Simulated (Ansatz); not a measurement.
PtSe2 (Sudovikovite):

```
CELL_PARAMETERS angstrom
3.72400 0.00000 0.00000
-1.86200 3.22508 0.00000
0.00000 0.00000 5.06200
ATOMIC_POSITIONS crystal
Pt 0.00000 0.00000 0.00000
Se 0.66667 0.33333 0.75000
Se 0.33333 0.66667 0.25000
```

Base run:

* Program: Ansatz 0.2.0
* Functional: PBE
* Potentials or basis: Ansatz PAW soft_1
* Cutoff: 420 eV
* Density cutoff: 1680 eV
* k mesh: 8 × 8 × 5
* Occupations: fermi-dirac, width 0.05 eV
* Spin: no spin polarisation

Its results: band gap on the k mesh none (metal or under the smearing width); pressure 7.3 GPa; largest force 0.592 eV/Å.

Task: The run is repeated on the same cell with these changes: potentials or basis from Ansatz PAW soft_1 to JTH PAW; cutoff from 420 eV to 750 eV; density cutoff from 1680 eV to 4500 eV; valence electrons from 50 to 22. What comes out?

Result: Band gap on the k mesh none (metal or under the smearing width); pressure 7.9 GPa; largest force 0.685 eV/Å.

Not every run made on this cell is shown here.
